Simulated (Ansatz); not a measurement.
An input for Ansatz 0.2.0 (Te2Pt (1T monolayer)):

```yaml
crystal:
  lattice:
    - [3.9298298494, 0.0, 0.0]
    - [-1.9649149247, 3.4033324822, 0.0]
    - [0.0, 0.0, 28.8]
  atoms:
    - { symbol: Pt, position: [0.0, 0.0, 0.5] }
    - { symbol: Te, position: [0.3333333333, 0.6666666667, 0.5483629656] }
    - { symbol: Te, position: [0.6666666667, 0.3333333333, 0.4516370344] }
  periodic: [true, true, false]
kpoints:
  mp_grid: { grid: [6, 6, 1] }
hamiltonian:
  xc: pbesol
  pseudopotentials: { kind: paw, azcp: { folder: soft_1 }, xc_functional: pbe }
scf:
  occupations: { method: fixed }
  convergence: { dr2_threshold: 1.0e-10 }
gw:
  n_empty_bands: 458
  ecut_chi: 65.0
  qp_bands: [v2, c2]
  qp_kpoints: band_edges
  screening: { model: contour_deformation }
```

```sh
ansatz run input.yaml --threads 4 --pin off --max-ram 17510MiB --backend cpu --events-out ev --progress --plain --runs-dir out
```

How long will it take on 4 threads of Arm Neoverse V1, shared host, and how much memory?

It took 2.7 min; on shared hardware allow 81 s to 5.4 min. Peak host memory was 3.1 GiB. The sizes that set the cost: 7609 plane waves a state, 7 irreducible k points, 483 bands summed, 475 plane waves in the screening and 10 SCF cycles.

The screening grows as filled bands × empty bands × pairs of k points, times the square of the screening basis for the matrix.

[Paths, hosts, dates, memory and timing lines, banners, echoed tables and standing remarks are left out of the program output.]

[Logs are printed without paths, hosts, clocks, repeated set-up lines and the standing remarks that a program may print on its own settings, such as how far it seeks lower states.]

[Runs of the session that timed out or met a known fault of the program may be left out.]

[Cells called generated may have been cut or substituted from an entry of the Crystallography Open Database or the Materials Project.]

[Hosts, paths, dates, database ids (printed as entryN), source tags and the programs' standing remarks are cut or masked in the printed files.]
